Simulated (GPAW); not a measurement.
Ge:

```
Ge
1.0
     0.00000    2.82891    2.82891
     2.82891    0.00000    2.82891
     2.82891    2.82891    0.00000
Ge
2
Direct
  0.75000 0.75000 0.75000
  0.50000 0.50000 0.50000
```

Base run:

- Program: GPAW 26.7.0
- Functional: GLLB-SC
- Potentials or basis: the program's PAW data sets (release 1.2.1) made for this functional
- Cutoff: 450 eV
- Basis: pw
- k mesh: 7 × 7 × 7
- Occupations: fermi-dirac, width 0.001 eV
- Spin: no spin polarisation

Its results: band gap on the k mesh, kohn-sham part alone 0.17 eV, direct; electronic dielectric tensor (diagonal) 45.33.

The run is repeated on the same cell with these changes: functional from GLLB-SC to LDA. What comes out?

Band gap on the k mesh none (metal or under the smearing width); electronic dielectric tensor (diagonal) 41.64.

Caveats: the long-wavelength limit can be off by a per cent or two; the gap is small at this level, which inflates the dielectric constant (some runs); a model potential gives levels but no total energy (some runs); response on these states lacks terms of the Hamiltonian (some runs); an odd mesh through Γ misses points on the zone boundary, where band edges often lie (some runs).
